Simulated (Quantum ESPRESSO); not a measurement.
**Cu and the effect of the pressure**

The cell as given:

```cif
data_structure
_symmetry_space_group_name_H-M 'P 1'
_symmetry_Int_Tables_number 1
_cell_length_a 2.5562
_cell_length_b 2.5562
_cell_length_c 2.5562
_cell_angle_alpha 60.000
_cell_angle_beta 60.000
_cell_angle_gamma 60.000
_cell_volume 11.81
loop_
_atom_site_label
_atom_site_type_symbol
_atom_site_fract_x
_atom_site_fract_y
_atom_site_fract_z
_atom_site_occupancy
Cu1 Cu 0.00000 0.00000 0.00000 1
```

Kept alike: task relaxation of cell and atoms; functional PBE; k mesh 13 × 13 × 13; occupations fermi-dirac, width 0.05 eV; no spin polarisation. Program: Quantum ESPRESSO, SSSP 1.3 efficiency PBE, cutoff 857 eV. The mesh is that of the run's cell of 1 atom. No spin-orbit coupling.

| pressure, P (GPa) | volume (Å³/atom) |
| --- | --- |
| 0 | 11.952 |
| 2 | 11.791 |
| 5 | 11.569 |
| 10 | ? |
| 20 | 10.729 |
| 30 | 10.320 |

The relaxations keep at least the cell's symmetry (Fm-3m). For a metal such a mesh leaves the last digits unconverged. The runs follow the start's structure, whether or not it is the stable one at these pressures. P is the pressure aimed at, which the runs meet within some hundredths to tenths of a GPa.

Task: Fit the rows shown and predict the run at 10 GPa.

Result: Murnaghan's form V = V0 (1 + B′P/B0)^(-1/B′) through the rows shown has V0 = 11.9519, B0 = 142.6 GPa and B′ = 4.64 (largest miss 0.0009); at P = 10 it gives 11.248 Å³/atom. The run gave: volume 11.249 Å³/atom.

Copper's volume falls smoothly with pressure, and each further GPa removes less volume than the one before, across every interval including the predicted point. With one atom per primitive fcc cell there are no internal coordinates to relax, so all the compression goes into shortening the Cu–Cu contacts. This raises the kinetic energy of the sp electrons and increases the overlap repulsion between the nearly full 3d shells, both of which grow steeply at short distance and stiffen the metal.

The fitted B0 of 142.6 GPa is close to the known stiffness of copper. B′ is somewhat below the usual low-pressure value, probably because Murnaghan's form makes the bulk modulus rise linearly with pressure, whereas the real slope declines, so the fit returns an average over the range.

The match at 10 GPa, 11.248 against 11.249 Å³/atom, supports a smooth equation of state without an electronic anomaly large enough to disturb the volume. As an interpolation, however, it hardly discriminates between Murnaghan's form and its alternatives, which separate mainly at stronger compression.
